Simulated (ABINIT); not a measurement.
Runs of ABINIT 10.8.3 (patched build) on MnS. It takes space group F-43m (No. 216, cubic). The conventional cell has a = 4.947 Å, b = 4.947 Å, c = 4.947 Å, α = 90.00°, β = 90.00°, γ = 90.00°. Around Mn (site symmetry -43m) lie 4 S at 2.14 Å. Around S (site symmetry -43m) lie 4 Mn at 2.14 Å. The cell is a database's computed one.

```tsv
task	level	potentials or basis	k mesh	cutoff (eV)	bands in the sums	broadening (eV)	scissor shift (eV)	tensor components	stop of the response cycle (tolvrs)	gap on the mesh (eV)	pressure (GPa)	moment (μB)
optical spectrum	PBEsol	PseudoDojo NC SR PBEsol v0.4.1 standard	6 × 6 × 6, with 4 shifts	1143	16	0.05	0	[11]	-	-	-4.3	0.30
single point	PBEsol	PseudoDojo NC SR PBEsol v0.4.1 standard	7 × 7 × 7	1143	-	-	-	-	-	none	-4.2	0.30
single point	LDA	PseudoDojo NC SR LDA v0.4.1 standard	7 × 7 × 7	1252	-	-	-	-	-	none	-7.1	0.24
phonons	LDA	PseudoDojo NC SR LDA v0.4.1 standard	4 × 4 × 4, with 4 shifts	1252	-	-	-	-	1e-08	-	-7.1	(a)
```

Alike in all rows: spin collinear, ferromagnetic start; cell as given; smearing fermi-dirac 0.05 eV.

Q: Fill in the values left out.

A: (a) 0.33.

Caveats: the moment fell far below its start of 4 μB, so a state of higher moment may lie lower in energy; semilocal functionals often make such compounds metallic where correlation or magnetic order opens a gap, which also shifts bond lengths (some runs); the intraband (Drude) term is left out (some runs); spectra need much finer meshes, so this one isn't converged (some runs); independent-particle spectra lack excitons (some runs); the mesh is coarse for a metal's response (some runs); the cell is more than 3 GPa from zero pressure, which shifts response properties (some runs).

A gap of «none» marks a metal or a gap under the smearing width.
